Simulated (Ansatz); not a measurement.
# Pd: relaxing cell and atoms at 5 GPa

Aim: in Pd, a borrowed structure type, volume estimated, relax cell and atoms at 5 GPa, then read levels, charges and fields where it ends.

Computed, not measured: Ansatz 0.2.0, DFT, r2SCAN, no spin polarisation, plane waves, PAW.

## 1. Geometry

Symmetry: Fm-3m, No. 225, cubic system. The conventional cell has a = 3.942 Å, b = 3.942 Å, c = 3.942 Å, α = 90.00°, β = 90.00°, γ = 90.00°. Pd (site symmetry m-3m) has 12 Pd at 2.79 Å as nearest neighbours.

Structure file:

```
Pd
1.0
     0.00000    1.97099    1.97099
     1.97099    0.00000    1.97099
     1.97099    1.97099    0.00000
Pd
1
Direct
  0.00000 0.00000 0.00000
```

The first density is read from a saved solution for the starting cell.

## 2. Relaxing

input.yaml reads:

```yaml
crystal:
  lattice:
    - [0.0, 1.970994, 1.970994]
    - [1.970994, 0.0, 1.970994]
    - [1.970994, 1.970994, 0.0]
  atoms:
    - { symbol: Pd, position: [0.0, 0.0, 0.0] }
  symmetry: { tolerance: 0.0003 }
kpoints:
  mp_grid: { grid: [15, 15, 15], shift: [0, 0, 0] }
magnetization:
  spin_polarized: false
scf:
  occupations: { method: fermi_dirac, width: 0.0501 }
  lower_state_search: "off"
hamiltonian:
  pseudopotentials: { kind: paw }
  xc: r2scan
basis:
  ecutwfc: 500
  fft_grid_basis: typed
relax:
  max_steps: 80
  cell: { p_target: 5.0 }
  f_tol: 0.03
output:
  forces: true
  stress: true
  eigenvalues: true
  bader: true
  populations: true
  elf: true
  write_potential: true
  volumetric_format: npy
  dos:
    e_range: [-12, 8]
    de: 0.05
    projected: { site_lists: { Pd: [Pd] } }
checkpoint:
  read: saved_state
```

On the command line:

```
ansatz run input.yaml --threads 2 --pin off --max-ram 2560MiB --backend cpu --events-out ev --progress --plain --runs-dir out
```

**Question.** What will these runs give? Wanted: moves; largest move; cell; volume; pressure at the end; character.

**Answer**, as computed:

| quantity | value |
| --- | --- |
| moves | 4 |
| largest move | 0.00 Å |
| space group (0.01 Å), before / after | Fm-3m / Fm-3m |
| cell | a = 2.739 Å, b = 2.739 Å, c = 2.739 Å, α = 60.00°, β = 60.00°, γ = 60.00° |
| volume | 14.54 Å³/atom (-5.1 %) |
| pressure at the end | 5.00 GPa |
| character | metal |
| density of states, mean within 0.25 eV of the Fermi level | 2.1 per eV per cell |

What this shows: The volume shrank by 5.1 %, and the atoms end where they began within the cell. Bands cross the Fermi level: a metal; within 0.25 eV of the Fermi level the density of states averages 2.1 per eV per cell, mostly Pd d (93 %).

Caveats: many states at the Fermi level without spin polarisation, so a magnetic state may lie lower.
